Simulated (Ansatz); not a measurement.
Si: from a trial structure to a relaxed crystal

Method: DFT r2SCAN, scalar-relativistic, plane waves, PAW (Ansatz 0.2.0). Cutoff 500 eV, Γ-centred k mesh, Gaussian smearing, no spin polarisation in the final step.

Si was placed on the alpha-gallium structure type (Cmce, No. 64), at a guessed volume.

```xyz
4
Lattice="2.3220 -3.9353 0.0000 2.3220 3.9353 0.0000 0.0000 0.0000 4.6501" Properties=species:S:1:pos:R:3 pbc="T T T"
Si    2.3220    2.7350    0.3650
Si    2.3220   -1.2003    1.9600
Si    2.3220   -2.7350    4.2851
Si    2.3220    1.2003    2.6901
```

Steps on the 4×4×4 mesh (4 atoms). 12 of 13 steps are shown, and the free energy counts from the last. Trial steps that were taken back and renewals of the plane-wave basis can be among the rows.

```csv
step,ΔF (meV/atom),V (Å³/atom),P (GPa),largest force component (eV/Å)
1,397.3,21.25,-10.50,0.629
2,205.3,18.67,-6.01,0.494
3,96.0,16.91,-0.39,0.338
4,57.7,16.13,3.74,0.260
5,30.8,16.53,1.80,0.039
6,20.0,16.81,0.31,0.429
8,5.0,17.19,-0.59,0.188
9,20.9,16.65,1.67,0.152
10,0.8,17.00,-0.39,0.054
11,1.5,17.03,-0.62,0.087
12,-0.3,16.94,-0.05,0.007
13,0.0,16.94,-0.05,0.007
```

Steps on the 12×12×12 mesh (4 atoms). 5 of 6 steps are shown, and the free energy counts from the last.

| step | ΔF (meV/atom) | V (Å³/atom) | P (GPa) | largest force component (eV/Å) |
| --- | --- | --- | --- | --- |
| 1 | 9.3 | 16.78 | 0.55 | 0.081 |
| 2 | 2.6 | 16.94 | -0.20 | 0.097 |
| 3 | 0.4 | 16.88 | -0.14 | 0.028 |
| 4 | 0.0 | 16.82 | 0.08 | 0.002 |
| 6 | 0.0 | 16.84 | -0.03 | 0.001 |

A final relaxation ran on a 12×12×12 mesh. The relaxed crystal, Cmce (No. 64):

Space group Cmce (No. 64). a = 4.721 Å, b = 7.606 Å, c = 3.750 Å, α = 90.00°, β = 90.00°, γ = 90.00°
| atom | site | symmetry | x | y | z |
| --- | --- | --- | --- | --- | --- |
| Si | 8f | m.. | 0.5000 | 0.3513 | 0.1474 |

```
Volume per atom                    : 16.84 Å³
Density                            : 2.77 g/cm³
Energy over the standard structure : 0.46 eV/atom
Gap on the 12×12×12 mesh           : 0 eV (a metal)
```

Energies count from the standard state of Si at the same level.

The final run used a 12×12×12 mesh on its 4-atom cell and 0.10 eV smearing. For metals, differences of a few meV/atom aren't resolved.

Symmetry constrained the relaxation, so the result can be a saddle point.